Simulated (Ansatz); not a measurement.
The system is Ge.

```
CELL_PARAMETERS angstrom
1.48805 -2.59469 0.00000
1.48805 2.59469 0.00000
0.00000 0.00000 4.72760
ATOMIC_POSITIONS crystal
Ge 0.33345 0.66655 0.25000
Ge 0.66655 0.33345 0.75000
```

This isn't the form of Ge at room conditions, which is diamond.

- Program: Ansatz 0.2.0
- Task: relaxation of cell and atoms
- Functional: PBEsol
- Dispersion: D4
- Potentials or basis: Ansatz PAW
- Cutoff: 420 eV (not typed: the program's choice for these potentials)
- k mesh: 10 × 10 × 6
- Occupations: fermi-dirac, width 0.05 eV
- Spin: no spin polarisation

At the start: volume 18.25 Å³/atom.

Where does the relaxation end?

It ends after 19 steps and the volume is 17.93 Å³/atom (-1.8 %); space group P6/mmm (No. 191, to 0.05 Å).

The path:
| step | energy change (eV) | largest force (eV/Å) | volume (Å³) |
| --- | --- | --- | --- |
| 1 | 0.0000 | 0.0006 | 36.51 |
| 2 | -0.0080 | 0.0068 | 35.35 |
| 3 | -0.0094 | 0.0083 | 35.75 |
| 4 | -0.0097 | 0.0103 | 35.75 |
| 5 | -0.0099 | 0.0148 | 35.71 |
| 6 | -0.0102 | 0.0125 | 35.72 |
| 7 | -0.0107 | 0.0109 | 35.71 |
| 8 | -0.0224 | 0.0829 | 35.64 |
| 9 | -0.0627 | 0.0537 | 35.58 |
| 10 | -0.1180 | 0.0258 | 35.68 |
| 11 | -0.1329 | 0.0381 | 36.15 |
| 12 | -0.1392 | 0.0075 | 36.19 |
| 13 | -0.1502 | 0.0085 | 35.97 |
| 14 | -0.1506 | 0.0026 | 35.75 |
| 15 | -0.1508 | 0.0044 | 35.80 |
| 16 | -0.1510 | 0.0011 | 35.82 |
| 17 | -0.1516 | 0.0011 | 35.82 |
| 18 | -0.1516 | 0.0003 | 35.86 |
| 19 | -0.1516 | 0.0003 | 35.86 |

Final structure:
```
Ge
1.0
     1.41365   -2.44847    0.00000
     1.41365    2.44847    0.00000
     0.00000    0.00000    5.17955
Ge
2
Cartesian
  1.4136 0.0008 1.2949
  1.4136 -0.0008 3.8847
```

Caveat: the plane-wave basis is chosen anew once the cell has moved, so the energies of steps on either side of that aren't comparable; pairwise dispersion overbinds metals, which lowers pressure and volume; the PAW data sets come from PBE, with cores solved anew for the run's functional, which leaves a small shift of forces and pressure.
